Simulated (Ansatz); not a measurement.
The calculation used DFT PBE, scalar-relativistic, plane waves, PAW in Ansatz. All cells share a 420 eV cutoff and Γ-centred k meshes spaced at most about 0.3 Å⁻¹ (about 0.25 or finer for metals, 2π included). No spin polarisation.

These are static total energies at zero pressure.

**Question.** Which of these relaxed structures of CoSbH₄ is the lowest in energy?
1.

```cif
data_structure
_symmetry_space_group_name_H-M 'P4/mmm'
_symmetry_Int_Tables_number 123
_cell_length_a 2.7540
_cell_length_b 2.7540
_cell_length_c 9.1215
_cell_angle_alpha 90.000
_cell_angle_beta 90.000
_cell_angle_gamma 90.000
_cell_volume 69.18
loop_
_atom_site_label
_atom_site_type_symbol
_atom_site_symmetry_multiplicity
_atom_site_Wyckoff_symbol
_atom_site_fract_x
_atom_site_fract_y
_atom_site_fract_z
_atom_site_occupancy
Co1 Co 1 d 0.50000 0.50000 0.50000 1
Sb1 Sb 1 a 0.00000 0.00000 0.00000 1
H1 H 4 i 0.50000 0.00000 0.60236 1
```

2.

```cif
data_structure
_symmetry_space_group_name_H-M 'P4/mmm'
_symmetry_Int_Tables_number 123
_cell_length_a 3.5186
_cell_length_b 3.5186
_cell_length_c 8.9210
_cell_angle_alpha 90.000
_cell_angle_beta 90.000
_cell_angle_gamma 90.000
_cell_volume 110.44
loop_
_atom_site_label
_atom_site_type_symbol
_atom_site_symmetry_multiplicity
_atom_site_Wyckoff_symbol
_atom_site_fract_x
_atom_site_fract_y
_atom_site_fract_z
_atom_site_occupancy
Co1 Co 1 d 0.50000 0.50000 0.50000 1
Sb1 Sb 1 b 0.00000 0.00000 0.50000 1
H1 H 4 l 0.60581 0.00000 0.00000 1
```

3.

```cif
data_structure
_symmetry_space_group_name_H-M 'Cmmm'
_symmetry_Int_Tables_number 65
_cell_length_a 4.9605
_cell_length_b 5.6923
_cell_length_c 4.6767
_cell_angle_alpha 90.000
_cell_angle_beta 90.000
_cell_angle_gamma 90.000
_cell_volume 132.05
loop_
_atom_site_label
_atom_site_type_symbol
_atom_site_symmetry_multiplicity
_atom_site_Wyckoff_symbol
_atom_site_fract_x
_atom_site_fract_y
_atom_site_fract_z
_atom_site_occupancy
Co1 Co 2 c 0.50000 0.00000 0.50000 1
Sb1 Sb 2 d 0.00000 0.00000 0.50000 1
H1 H 8 n 0.50000 0.17054 0.75746 1
```

**Answer.** 1. The next of these, cell 2, lies 11 meV/atom higher. Forms: cell 1 P4/mmm; cell 2 P4/mmm; cell 3 Cmmm. Counting H or Sb atoms around Co (for each partner element, those within 1.25 times its shortest distance or 1.15 times the sum of covalent radii, where it is the nearest in units of that sum or under 1.3): cell 1 has Co 8; cell 2 has Co 4; cell 3 has Co 8. Cell 1 holds Sb–Sb nets (shortest 2.75 Å); cell 2 holds H–H pairs as short as in free H₂ molecules (shortest 0.74 Å) (bonds between like non-metal atoms; other contacts aren't counted). All come from invented guesses. The lowest form computed isn't among them: it has space group Cmmm (No. 65), 13.2 Å³/atom and lies 27 meV/atom below the best shown. Even the lowest of the cells shown lies +0.31 eV/atom against the elements.

The k mesh leaves some 4 meV/atom of noise in the energy of each metallic cell. No dispersion correction is applied, so the spacing and binding between layers, chains or molecules are poorly described (P4/mmm at 11.5 Å³/atom, P4/mmm at 18.4 Å³/atom, Cmmm), and this can change margins and order among such cells. These runs have no spin–orbit coupling, which can matter for Sb. With hydrogen, zero-point motion can shift such differences by 10 meV/atom or more. A magnetic state wasn't ruled out in cells without spin, among them P4/mmm at 11.5 Å³/atom, P4/mmm at 18.4 Å³/atom, Cmmm. Cells relaxed within their symmetry can be saddle points. Some candidate types were left out of the draw beforehand, so a known form may be missing.
